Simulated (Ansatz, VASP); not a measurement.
**PbS (Galena): VASP beside Ansatz**

```xyz
2
Lattice="0.0000 3.0239 3.0239 3.0239 0.0000 3.0239 3.0239 3.0239 0.0000" Properties=species:S:1:pos:R:3 pbc="T T T"
Pb    0.0000    0.0000    0.0000
S     3.0239    3.0239    3.0239
```

Alike in both runs: task single point; functional PBE; k mesh 8 × 8 × 8; occupations fermi-dirac, width 0.05 eV; no spin polarisation.

```csv
,VASP,Ansatz
version,VASP 6.6.1,Ansatz 0.2.0
potentials or method,"VASP PAW PBE potentials, release 64 (Pb_d, S)",Ansatz PAW soft_1
plane-wave cutoff (eV),520,420
valence electrons in the cell,20,20
```

Ansatz gave:

| Quantity | Value |
| --- | --- |
| gap on the k mesh at the Fermi level (eV) | 0.56 |
| least direct gap on the mesh (eV) | 0.56 |
| pressure (GPa) | -1.0 |

Problem. What did VASP give for the same quantities?

Solution. gap on the k mesh at the Fermi level (eV): 0.56; least direct gap on the mesh (eV): 0.56; pressure (GPa): -1.1.

Caveats: spin-orbit coupling is left out, which as a rule narrows the gap of such compounds by several tenths of an eV. A k mesh can miss the band edges.
